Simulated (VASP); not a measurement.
**A VASP 6.6.1 single-point calculation on Si**

INCAR

```
PREC = Accurate
NELM = 120
NSW = 0
IBRION = -1
MAGMOM = -2 2 -2 -2
GGA = PE
NBANDS = 16
SIGMA = 0.3
ISPIN = 2
LWAVE = .FALSE.
LREAL = .FALSE.
EDIFF = 1E-7
ISMEAR = -5
LCHARG = .FALSE.
LASPH = .TRUE.
ISIF = 2
ENCUT = 500
```

KPOINTS

```
KPOINTS created by Atomic Simulation Environment
0
Gamma
12 12 4
0 0 0
```

POSCAR

```
Si
 1.0000000000000000
     3.8321295590073570    0.0000000000000000    0.0000000000000000
    -1.9160647795036785    3.3187215486936292    0.0000000000000000
     0.0000000000000000    0.0000000000000000    6.2778046918000001
 Si
   4
Cartesian
 -0.0000000000000000  2.2124810324624193 -0.0003104943132887
  1.9160647795036783  1.1062405162312097  3.1385918515867117
 -0.0000000000000000  2.2124810324624193  2.3544872537382888
  1.9160647795036783  1.1062405162312097  5.4933895996382880
```

The recommended PBE PAW datasets give the neutral cell 16 valence electrons.

Command

```
mpirun -np 1 vasp_std
```

Task: Predict the outcome of this run.

Result: It converged. Results: pressure 2.2 GPa; magnetic moment of the cell 0.00 μB.

OSZICAR

```
N       E                     dE             d eps       ncg     rms          rms(c)
DAV:   1     0.275742148491E+02    0.27574E+02   -0.58262E+03  4416   0.768E+02
DAV:   2    -0.176453092613E+02   -0.45220E+02   -0.41341E+02  5976   0.120E+02
DAV:   3    -0.194389519072E+02   -0.17936E+01   -0.17829E+01  5992   0.225E+01
DAV:   4    -0.194592570400E+02   -0.20305E-01   -0.20343E-01  5440   0.310E+00
DAV:   5    -0.194596173748E+02   -0.36033E-03   -0.36136E-03  6128   0.387E-01    0.102E+01
DAV:   6    -0.215094359092E+02   -0.20498E+01   -0.16516E+00  5952   0.781E+00    0.530E+00
DAV:   7    -0.216723081713E+02   -0.16287E+00   -0.44078E-01  5880   0.367E+00    0.333E+00
DAV:   8    -0.216291429962E+02    0.43165E-01   -0.65303E-02  6240   0.145E+00    0.104E+00
DAV:   9    -0.216383836991E+02   -0.92407E-02   -0.25920E-02  4960   0.858E-01    0.254E-01
DAV:  10    -0.216411326907E+02   -0.27490E-02   -0.37084E-03  5832   0.383E-01    0.113E-01
DAV:  11    -0.216415287479E+02   -0.39606E-03   -0.35274E-04  5624   0.110E-01    0.676E-02
DAV:  12    -0.216417046423E+02   -0.17589E-03   -0.12377E-04  5128   0.621E-02    0.329E-02
DAV:  13    -0.216417587351E+02   -0.54093E-04   -0.55702E-05  5296   0.427E-02    0.110E-02
DAV:  14    -0.216417638167E+02   -0.50815E-05   -0.54480E-06  5832   0.139E-02    0.481E-03
DAV:  15    -0.216417652555E+02   -0.14389E-05   -0.16385E-06  5456   0.694E-03    0.160E-03
DAV:  16    -0.216417655488E+02   -0.29323E-06   -0.27334E-07  5680   0.294E-03    0.100E-03
DAV:  17    -0.216417655941E+02   -0.45386E-07   -0.37576E-08  3640   0.115E-03
   1 F= -.21641766E+02 E0= -.21641766E+02  d E =0.000000E+00  mag=     0.0000
```

For comparison, a separate PBE run of the intended cell, on usual settings and not on those above, gives a gap of 0.37 eV on its mesh and a pressure of 2.2 GPa.
